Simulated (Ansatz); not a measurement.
# Si: pressure and energy above lowest point against volume scale

All results are calculated (Ansatz 0.2.0). Free energy against uniform scaling of the volume at fixed shape and fractions; periodic cell, basis, potentials, k mesh and filling as listed.

The cell before it is scaled or strained (space group I4_1/amd, No. 141):
```
cell vectors (Å)
  -2.3793     2.3793     1.3337
   2.3793    -2.3793     1.3337
   2.3793     2.3793    -1.3337
atoms (fractions of the cell vectors)
Si  0.25000  0.75000  0.50000
Si  0.50000  0.50000  0.00000
```

Settings of every row: functional PBEsol; dispersion none; potentials PAW; wave cutoff 500 eV; density cutoff 2000 eV; k mesh 12x12x12; k shift 0x0x0; occupations fermi dirac; smearing width 0.1 eV; spin none.

Limits: coarse k mesh, up to 40 meV an atom off; the cell comes from a prototype or a list of computed structures and needn't be the stable phase.

```
row  volume scale  V (Å³/atom)  pressure (GPa)  energy above lowest point (meV/atom)
  1        0.9406       14.203            7.69                                  19.4
  2        0.9703       14.652               ?                                     ?
  3             1         15.1           -0.33                                     0
  4        1.0297       15.549           -3.46                                   5.4
  5        1.0594       15.997           -6.12                                  18.9
```

Question: what pressure and energy above lowest point should row 2 give?

Worked fit of pressure. Take u = (V_r/V)^(2/3) − 1 with V_r = 15.325 Å³ an atom, which is twice the finite (Eulerian) strain; such expansions in the strain, on which the Birch-Murnaghan equation of state is built, carry the rest volume and the bulk modulus. The shown rows have u = 0.05199, 0.00991, -0.00963, -0.02821. Least squares give pressure = −1.964 + 160.74 × u + 479.8 × u² GPa; a straight line predicts inner rows, each left out in turn, worse (root mean square 0.47 against 0.016 GPa). The rows lie off it by 0.00, -0.01, 0.01, 0.00. The pressure vanishes at u = 0.0118, or V = 15.06 Å³ an atom, and there the bulk modulus at fixed shape and fractions is B = −V dP/dV = (2/3)(1 + u) dP/du = 116 GPa. Letting shape and atoms relax would as a rule lower it, by much in layered, chain or molecular crystals. The withheld row has u = 0.03039, so the fit gives −1.964 + 160.74 × (0.03039) + 479.8 × (0.03039)² = 3.36 GPa.

The calculation gave 3.36 GPa. The fit meets it to the printed digit.

Worked fit of energy above lowest point. Take u = (V_r/V)^(2/3) − 1 with V_r = 15.325 Å³ an atom, which is twice the finite (Eulerian) strain; such expansions in the strain, on which the Birch-Murnaghan equation of state is built, carry the rest volume and the bulk modulus. The shown rows have u = 0.05199, 0.00991, -0.00963, -0.02821. Least squares give energy above lowest point = 1.6 − 277.4 × u + 11922 × u² meV/atom; a straight line predicts inner rows, each left out in turn, worse (root mean square 12 against 0.053 meV/atom). All shown rows lie on it to the printed digit. Its lowest point lies at u = 0.0116, or V = 15.06 Å³ an atom, and the curvature there gives the bulk modulus at fixed shape and fractions, B = (4/9)(1 + u)² E″(u)/V = 115 GPa. Letting shape and atoms relax would as a rule lower it, by much in layered, chain or molecular crystals. The withheld row has u = 0.03039, so the fit gives 1.6 − 277.4 × (0.03039) + 11922 × (0.03039)² = 4.2 meV/atom.

The calculation gave 4.1 meV/atom. The fit lies 0.1 meV/atom (2.4 % of the value, 0.52 % of the column's range) above it, one unit of the last digit.
